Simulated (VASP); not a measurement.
# CdSe (Fm-3m) in VASP: further runs

The runs below take CdSe through single point, with PBE.

Everything below comes from runs of VASP 6.6.1. Logs are shortened: lines on timing, memory, paths and dates and some standing lists are left out, and cuts for length are marked.

## Step 1: Starting point

Symmetry: Fm-3m, No. 225, cubic system. The conventional cell has a = 5.748 Å, b = 5.748 Å, c = 5.748 Å, α = 90.00°, β = 90.00°, γ = 90.00°. Cd (site symmetry m-3m) has 6 Se at 2.87 Å as nearest neighbours. Around Se (site symmetry m-3m) lie 6 Cd at 2.87 Å.

Measurements of this composition are mostly on another form, of space group No. 186.

## Step 2: Single point, PBE

Contents of INCAR:

```
  ALGO = Fast
  EDIFF = 1E-6
  ENCUT = 520
  GGA = PE
  ISIF = 2
  ISMEAR = 0
  LASPH = T
  LCHARG = T
  LELF = T
  LREAL = F
  LVHAR = T
  LWAVE = F
  NBANDS = 16
  NELM = 100
  PREC = Accurate
  SIGMA = 0.01
```

Contents of KPOINTS:

```
k-points
0
Gamma
  5 5 5
```

Contents of POSCAR:

```
CdSe
1.0
    0.0000000000      2.8739580000      2.8739580000
    2.8739580000      0.0000000000      2.8739580000
    2.8739580000      2.8739580000      0.0000000000
Cd Se
1 1
Direct
    0.0000000000      0.0000000000      0.0000000000
    0.5000000000      0.5000000000      0.5000000000
```

Potentials or basis: VASP PAW PBE potentials, release 64 (Cd, Se).

The run is started by

```console
$ cat potpaw_PBE.64/Cd/POTCAR potpaw_PBE.64/Se/POTCAR > POTCAR
$ mpirun -np 1 vasp_std > vasp.out
```

OUTCAR:

```text
EDIFF = 1E-6
   ENCUT = 520
   GGA = PE
   ISIF = 2
   ISMEAR = 0
   LASPH = T
   LREAL = F
   NELM = 100
   PREC = Accurate

 ion  position               nearest neighbor table
   1  0.000  0.000  0.000-   2 2.87   2 2.87   2 2.87   2 2.87   2 2.87   2 2.87
   2  0.500  0.500  0.500-   1 2.87   1 2.87   1 2.87   1 2.87   1 2.87   1 2.87

  LATTYP: Found a face centered cubic cell.
 ALAT       =     5.7479160000

  Lattice vectors:

 A1 = (   0.0000000000,   2.8739580000,   2.8739580000)
 A2 = (   2.8739580000,   0.0000000000,   2.8739580000)
 A3 = (   2.8739580000,   2.8739580000,   0.0000000000)

Analysis of symmetry for initial positions (statically):
=====================================================================
 Subroutine PRICEL returns:
 Original cell was already a primitive cell.

 Routine SETGRP: Setting up the symmetry group for a
 face centered cubic supercell.

 Subroutine GETGRP returns: Found 48 space group operations
 (whereof 48 operations were pure point group operations)
 out of a pool of 48 trial point group operations.

The static configuration has the point symmetry O_h .

Analysis of symmetry for dynamics (positions and initial velocities):
=====================================================================
 Subroutine PRICEL returns:
 Original cell was already a primitive cell.

 Routine SETGRP: Setting up the symmetry group for a
 face centered cubic supercell.

 Subroutine GETGRP returns: Found 48 space group operations
 (whereof 48 operations were pure point group operations)
 out of a pool of 48 trial point group operations.

The dynamic configuration has the point symmetry O_h .

 Subroutine INISYM returns: Found 48 space group operations
 (whereof 48 operations are pure point group operations),
 and found     1 'primitive' translations

----------------------------------------------------------------------------------------

                                     Primitive cell

  volume of cell :      47.4757

  direct lattice vectors                    reciprocal lattice vectors
     0.000000000  2.873958000  2.873958000    -0.173976098  0.173976098  0.173976098
     2.873958000  0.000000000  2.873958000     0.173976098 -0.173976098  0.173976098
     2.873958000  2.873958000  0.000000000     0.173976098  0.173976098 -0.173976098

  length of vectors
     4.064390381  4.064390381  4.064390381     0.301335442  0.301335442  0.301335442

  position of ions in fractional coordinates (direct lattice)
     0.000000000  0.000000000  0.000000000
     0.500000000  0.500000000  0.500000000

  ion indices of the primitive-cell ions
   primitive index   ion index
                 1           1
                 2           2

----------------------------------------------------------------------------------------

 KPOINTS: k-points

Automatic generation of k-mesh.
 Grid dimensions read from file:
 generate k-points for:    5    5    5

 Generating k-lattice:

  Cartesian coordinates                     Fractional coordinates (reciprocal lattice)
    -0.034795220  0.034795220  0.034795220     0.200000000  0.000000000  0.000000000
     0.034795220 -0.034795220  0.034795220     0.000000000  0.200000000  0.000000000
     0.034795220  0.034795220 -0.034795220     0.000000000  0.000000000  0.200000000

  Length of vectors
     0.060267088  0.060267088  0.060267088

  Shift w.r.t. Gamma in fractional coordinates (k-lattice)
     0.000000000  0.000000000  0.000000000

 Subroutine IBZKPT returns following result:
 ===========================================

 Found     10 irreducible k-points:

 Following reciprocal coordinates:
            Coordinates               Weight
  0.000000  0.000000  0.000000      1.000000
  0.200000  0.000000  0.000000      8.000000
  0.400000  0.000000  0.000000      8.000000
  0.200000  0.200000  0.000000      6.000000
  0.400000  0.200000  0.000000     24.000000
 -0.400000  0.200000  0.000000     24.000000
 -0.200000  0.200000  0.000000     12.000000
  0.400000  0.400000  0.000000      6.000000
 -0.400000  0.400000  0.000000     12.000000
 -0.400000  0.400000  0.200000     24.000000
   k-points           NKPTS =     10   k-points in BZ     NKDIM =     10   number of bands    NBANDS=     16
   number of dos      NEDOS =    301   number of ions     NIONS =      2
   total plane-waves  NPLWV =  27000
   dimension x,y,z NGX =    30 NGY =   30 NGZ =   30
   dimension x,y,z NGXF=    60 NGYF=   60 NGZF=   60
   ions per type =               1   1
   NGX,Y,Z   is equivalent  to a cutoff of  12.27, 12.27, 12.27 a.u.
   NGXF,Y,Z  is equivalent  to a cutoff of  24.54, 24.54, 24.54 a.u.
 SYSTEM =  unknown system
   PREC   = accura    normal or accurate (medium, high low for compatibility)
   ISTART =      0    job   : 0-new  1-cont  2-samecut
   ICHARG =      2    charge: 1-file 2-atom 10-const
   ISPIN  =      1    spin polarized calculation?
   LNONCOLLINEAR =      F non collinear calculations
   LSORBIT =      F    spin-orbit coupling
   LASPH  =      T    aspherical Exc in radial PAW
   ENCUT  =  520.0 eV  38.22 Ry    6.18 a.u.   7.56  7.56  7.56*2*pi/ulx,y,z
   NELM   =    100;   NELMIN=  2; NELMDL= -5     # of ELM steps
   EDIFF  = 0.1E-05   stopping-criterion for ELM
   LREAL  =      F    real-space projection
   EDIFFG = 0.1E-04   stopping-criterion for IOM
   NSW    =      0    number of steps for IOM
   IBRION =     -1    ionic relax: 0-MD 1-quasi-New 2-CG
   NFREE  =      0    steps in history (QN), initial steepest desc. (CG)
   ISIF   =      2    stress and relaxation
   ISYM   =      2    0-nonsym 1-usesym 2-fastsym
   POTIM  = 0.5000    time-step for ionic-motion
   TEBEG  =    0.0;   TEEND  =   0.0 temperature during run
   PSTRESS=    0.0 pullay stress
   NELECT =      18.0000    total number of electrons
   NUPDOWN=      -1.0000    fix difference up-down
   EMIN   =  10.00;   EMAX   =-10.00  energy-range for DOS
   EFERMI =   0.00;   METHOD = LEGACY
   ISMEAR =     0;   SIGMA  =   0.01  broadening in eV -4-tet -1-fermi 0-gaus
   EFERMI_NEDOS =   21; number of points for ismear=-14 and -15
   IALGO  =     68    algorithm
   IMIX   =      4    mixing-type and parameters
     AMIX     =   0.40;   BMIX     =  1.00
     AMIX_MAG =   1.60;   BMIX_MAG =  1.00
  volume/ion in A,a.u.               =      23.74       160.19
  Fermi-wavevector in a.u.,A,eV,Ry     =   1.184882  2.239103 19.101849  1.403946
  Thomas-Fermi vector in A             =   2.321088
   LORBIT       =      0    0 simple, 1 ext, 2 COOP (PROOUT), +10 PAW based schemes
   GGA     = PE    functional components
   LHFCALC =     F    Hartree Fock is set to
   AEXX    =    0.0000 exact exchange contribution
   IVDW    =     0    specifies the selected vdW correction
   LEPSILON=     F    determine dielectric tensor
   LRPA    =     F    only Hartree local field effects (RPA)
 non-spin polarized calculation
 RMM-DIIS sequential band-by-band and
 Gauss-broadening in eV      SIGMA  =   0.01
  energy-cutoff  :      520.00
  volume of cell :       47.48
 maximum number of plane-waves:      1296
 NGX is ok and might be reduce to    30
   NGX = 15   NGY = 15   NGZ = 15

 number of electron      18.0000008 magnetization

 Free energy of the ion-electron system (eV)
  ---------------------------------------------------
  ext. energy  EPLUGINS =         0.00000000
  ---------------------------------------------------
  free energy    TOTEN  =        -5.16305083 eV

  energy without entropy =       -5.16304045  energy(sigma->0) =       -5.16304564

 E-fermi :   2.3157     XC(G=0):  -9.9940

 val. band max:        2.2942049686   @ k =  -0.2000   0.2000   0.0000
 cond. band min:       2.3356591987   @ k =   0.4000   0.4000   0.0000
 fundamental gap:      0.0414542302
 Fermi energy:         2.3156932954

 k-point     1 :       0.0000    0.0000    0.0000
  band No.  band energies     occupation
      1     -10.5824      2.00000
      2      -5.6834      2.00000
      3      -5.6834      2.00000
      4      -5.6689      2.00000
      5      -5.6689      2.00000
      6      -5.6689      2.00000
[... 8 lines left out ...]
     15      12.0198      0.00000
     16      12.0198      0.00000

 k-point     2 :       0.2000    0.0000    0.0000
  band No.  band energies     occupation
      1     -10.3105      2.00000
      2      -5.7579      2.00000
      3      -5.7579      2.00000
      4      -5.6931      2.00000
      5      -5.6238      2.00000
      6      -5.6238      2.00000
[... 8 lines left out ...]
     15      12.0537      0.00000
     16      12.0537      0.00000

 k-point     3 :       0.4000    0.0000    0.0000
  band No.  band energies     occupation
      1      -9.7780      2.00000
      2      -5.8767      2.00000
      3      -5.8767      2.00000
      4      -5.7814      2.00000
      5      -5.5466      2.00000
      6      -5.5466      2.00000
[... 8 lines left out ...]
     15      14.2292      0.00000
     16      14.2292      0.00000

 k-point     4 :       0.2000    0.2000    0.0000
  band No.  band energies     occupation
      1     -10.2539      2.00000
      2      -5.7872      2.00000
      3      -5.7045      2.00000
      4      -5.6574      2.00000
      5      -5.6180      2.00000
      6      -5.6180      2.00000
[... 8 lines left out ...]
     15      14.5082      0.00000
     16      14.5905      0.00000

 k-point     5 :       0.4000    0.2000    0.0000
  band No.  band energies     occupation
      1      -9.8806      2.00000
      2      -5.7401      2.00000
      3      -5.7356      2.00000
      4      -5.7265      2.00000
      5      -5.5480      2.00000
      6      -5.5342      2.00000
[... 8 lines left out ...]
     15      15.0779      0.00000
     16      15.4025      0.00000

 k-point     6 :      -0.4000    0.2000    0.0000
  band No.  band energies     occupation
      1      -9.6863      2.00000
      2      -5.8446      2.00000
      3      -5.7685      2.00000
      4      -5.6835      2.00000
      5      -5.5346      2.00000
      6      -5.4792      2.00000
[... 8 lines left out ...]
     15      14.0312      0.00000
     16      14.6059      0.00000

 k-point     7 :      -0.2000    0.2000    0.0000
  band No.  band energies     occupation
      1      -9.9805      2.00000
      2      -5.8454      2.00000
      3      -5.7871      2.00000
      4      -5.6905      2.00000
      5      -5.5989      2.00000
      6      -5.5350      2.00000
[... 8 lines left out ...]
     15      13.9220      0.00000
     16      15.0695      0.00000

 k-point     8 :       0.4000    0.4000    0.0000
  band No.  band energies     occupation
      1      -9.8517      2.00000
      2      -5.7622      2.00000
      3      -5.6152      2.00000
      4      -5.5070      2.00000
      5      -5.5070      2.00000
      6      -5.2743      2.00000
[... 8 lines left out ...]
     15      15.9971      0.00000
     16      17.4573      0.00000

 k-point     9 :      -0.4000    0.4000    0.0000
  band No.  band energies     occupation
      1      -9.7408      2.00000
      2      -5.7443      2.00000
      3      -5.6950      2.00000
      4      -5.5441      2.00000
      5      -5.4991      2.00000
      6      -5.1314      2.00000
[... 8 lines left out ...]
     15      15.2986      0.00000
     16      17.3105      0.00000

 k-point    10 :      -0.4000    0.4000    0.2000
  band No.  band energies     occupation
      1      -9.7215      2.00000
      2      -5.7786      2.00000
      3      -5.6958      2.00000
      4      -5.6346      2.00000
      5      -5.5066      2.00000
      6      -5.2914      2.00000
[... 8 lines left out ...]
     15      14.3344      0.00000
     16      16.9732      0.00000

------------------------ aborting loop because EDIFF is reached ----------------------------------------

  FORCE on cell =-STRESS in cart. coord.  units (eV):
  Direction    XX          YY          ZZ          XY          YZ          ZX
  --------------------------------------------------------------------------------------
  -------------------------------------------------------------------------------------
  Total        0.0441844      0.0441844      0.0441844     -0.0000000     -0.0000000     -0.0000000
  in kB        1.4911063      1.4911063      1.4911063     -0.0000000     -0.0000000     -0.0000000
  external PRESSURE =       1.4911063 kB  Pullay stress =       0.0000000 kB

 VOLUME and BASIS-vectors are now :
 -----------------------------------------------------------------------------
  energy-cutoff  :      520.00
  volume of cell :       47.48
      direct lattice vectors                 reciprocal lattice vectors
     0.000000000  2.873958000  2.873958000    -0.173976098  0.173976098  0.173976098
     2.873958000  0.000000000  2.873958000     0.173976098 -0.173976098  0.173976098
     2.873958000  2.873958000  0.000000000     0.173976098  0.173976098 -0.173976098

 POSITION                                       TOTAL-FORCE (eV/Angst)
 -----------------------------------------------------------------------------------
      0.00000      0.00000      0.00000        -0.000000      0.000000     -0.000000
      2.87396      2.87396      2.87396         0.000000     -0.000000      0.000000
 -----------------------------------------------------------------------------------
    total drift:                               -0.000000      0.000000      0.000000

  FREE ENERGIE OF THE ION-ELECTRON SYSTEM (eV)
  ---------------------------------------------------
  free  energy   TOTEN  =        -5.1630508254 eV

  energy  without entropy=       -5.1630404472  energy(sigma->0) =       -5.16304564
```

Run time: 5.6 s. Hardware: 1 thread of Intel Xeon 6975P-C (Granite Rapids), shared host; peak memory 0.15 GiB.

What came out:

```yaml
Free_energy: -5.1631 eV
Pressure: 0.1 GPa
Band_gap_on_the_k_mesh: 0.04 eV, indirect (least direct gap 0.66 eV)
```

Caveat: an odd mesh through Γ misses points on the zone boundary, where band edges often lie. A hybrid or GW would open this gap; PBE tends to underestimate it.

## Step 3: Single point, PBE

Contents of INCAR:

```
SYSTEM = CdSe
ALGO = Normal
EDIFF = 1E-6
ENCUT = 520
GGA = PE
ISIF = 2
ISMEAR = 0
LASPH = .True.
LCHARG = .False.
LREAL = .False.
LWAVE = .False.
NBANDS = 16
NELM = 80
PREC = Accurate
SIGMA = 0.01
```

Contents of KPOINTS:

```
k-points
0
Gamma
  5 5 5
  0 0 0
```

POSCAR is that of step 2.

Potentials or basis: VASP PAW PBE potentials, release 64 (Cd, Se).

The run is started by

```console
$ cat potpaw_PBE.64/Cd/POTCAR potpaw_PBE.64/Se/POTCAR > POTCAR
$ mpirun -np 1 vasp_std > vasp.out
```

Wall time 6.3 s (1 thread of Intel Xeon 6975P-C (Granite Rapids), shared host); peak memory 0.15 GiB.

The run converged. Its results:

| Quantity | Value |
| --- | --- |
| Free energy | -5.1631 eV |
| Pressure | 0.1 GPa |
| Band gap on the k mesh | 0.04 eV, indirect (least direct gap 0.66 eV) |

Levels at points of the mesh, in eV from the valence-band top:
```csv
k point,band 5,band 6,band 7,band 8,band 9,band 10,band 11,band 12,band 13,band 14
"(0.00, 0.00, 0.00)",-7.96,-7.96,-0.60,-0.60,-0.60,0.06,8.62,8.62,8.62,9.73
```

Caveat: an odd mesh through Γ misses points on the zone boundary, where band edges often lie.

## Step 4: Single point, PBE

Contents of INCAR:

```
  PREC = Accurate
  ENCUT = 520
  EDIFF = 1E-7
  ISMEAR = 0
  SIGMA = 0.01
  LREAL = False
  LASPH = True
  NELM = 100
  ALGO = Fast
  ISIF = 2
  LWAVE = False
  LCHARG = False
  GGA = PE
  NBANDS = 16
```

Contents of KPOINTS:

```
Automatic mesh
0
Gamma
  5 5 5
```

POSCAR is that of step 3.

Potentials or basis: VASP PAW PBE potentials, release 64 (Cd, Se).

The run is started by

```console
$ cat potpaw_PBE.64/Cd/POTCAR potpaw_PBE.64/Se/POTCAR > POTCAR
$ mpirun -np 1 vasp_std > vasp.out
```

OUTCAR:

```text
PREC = Accurate
   ENCUT = 520
   EDIFF = 1E-7
   ISMEAR = 0
   LREAL = False
   LASPH = True
   NELM = 100
   ISIF = 2
   GGA = PE

 ion  position               nearest neighbor table
   1  0.000  0.000  0.000-   2 2.87   2 2.87   2 2.87   2 2.87   2 2.87   2 2.87
   2  0.500  0.500  0.500-   1 2.87   1 2.87   1 2.87   1 2.87   1 2.87   1 2.87

  LATTYP: Found a face centered cubic cell.
 ALAT       =     5.7479160000

  Lattice vectors:

 A1 = (   0.0000000000,   2.8739580000,   2.8739580000)
[... 362 lines left out ...]
------------------------ aborting loop because EDIFF is reached ----------------------------------------

  FORCE on cell =-STRESS in cart. coord.  units (eV):
  Direction    XX          YY          ZZ          XY          YZ          ZX
  --------------------------------------------------------------------------------------
  -------------------------------------------------------------------------------------
  Total        0.0423772      0.0423772      0.0423772      0.0000000      0.0000000      0.0000000
  in kB        1.4301161      1.4301161      1.4301161      0.0000000      0.0000000      0.0000000
  external PRESSURE =       1.4301161 kB  Pullay stress =       0.0000000 kB

 VOLUME and BASIS-vectors are now :
 -----------------------------------------------------------------------------
  energy-cutoff  :      520.00
  volume of cell :       47.48
      direct lattice vectors                 reciprocal lattice vectors
     0.000000000  2.873958000  2.873958000    -0.173976098  0.173976098  0.173976098
     2.873958000  0.000000000  2.873958000     0.173976098 -0.173976098  0.173976098
     2.873958000  2.873958000  0.000000000     0.173976098  0.173976098 -0.173976098

 POSITION                                       TOTAL-FORCE (eV/Angst)
 -----------------------------------------------------------------------------------
      0.00000      0.00000      0.00000         0.000000      0.000000      0.000000
      2.87396      2.87396      2.87396        -0.000000     -0.000000     -0.000000
 -----------------------------------------------------------------------------------
    total drift:                               -0.000000      0.000000      0.000000

  FREE ENERGIE OF THE ION-ELECTRON SYSTEM (eV)
  ---------------------------------------------------
  free  energy   TOTEN  =        -5.1630506723 eV

  energy  without entropy=       -5.1630402376  energy(sigma->0) =       -5.16304545
```

OSZICAR:

```text
N       E                     dE             d eps       ncg     rms          rms(c)
DAV:   1     0.105361813886E+03    0.10536E+03   -0.89794E+03   320   0.104E+03
DAV:   2    -0.199434671331E+01   -0.10736E+03   -0.99980E+02   376   0.248E+02
DAV:   3    -0.560520683446E+01   -0.36109E+01   -0.36059E+01   408   0.476E+01
DAV:   4    -0.561550146905E+01   -0.10295E-01   -0.10294E-01   376   0.258E+00
DAV:   5    -0.561554904140E+01   -0.47572E-04   -0.47572E-04   408   0.153E-01    0.533E+00
RMM:   6    -0.519698382236E+01    0.41857E+00   -0.49103E-01   323   0.444E+00    0.460E+00
RMM:   7    -0.516434886979E+01    0.32635E-01   -0.95697E-02   324   0.173E+00    0.202E+00
RMM:   8    -0.516299052938E+01    0.13583E-02   -0.55367E-03   343   0.851E-01    0.425E-01
RMM:   9    -0.516302306853E+01   -0.32539E-04   -0.11306E-03   351   0.298E-01    0.979E-02
RMM:  10    -0.516304235847E+01   -0.19290E-04   -0.63068E-05   352   0.653E-02    0.287E-02
RMM:  11    -0.516305089233E+01   -0.85339E-05   -0.21050E-05   350   0.421E-02    0.491E-03
RMM:  12    -0.516305082493E+01    0.67407E-07   -0.13580E-06   351   0.957E-03    0.305E-03
RMM:  13    -0.516305067944E+01    0.14549E-06   -0.17320E-07   275   0.329E-03    0.280E-03
RMM:  14    -0.516305067233E+01    0.71159E-08   -0.23910E-08   225   0.115E-03
   1 F= -.51630507E+01 E0= -.51630455E+01  d E =-.104347E-04
```

Wall time 6.6 s (1 thread of Intel Xeon 6975P-C (Granite Rapids), shared host); peak memory 0.15 GiB.

Results:

- Free energy: -5.1631 eV
- Pressure: 0.1 GPa
- Band gap on the k mesh: 0.04 eV, indirect (least direct gap 0.66 eV)

Caveat: an odd mesh through Γ misses points on the zone boundary, where band edges often lie. A hybrid or GW would open this gap; PBE tends to underestimate it.
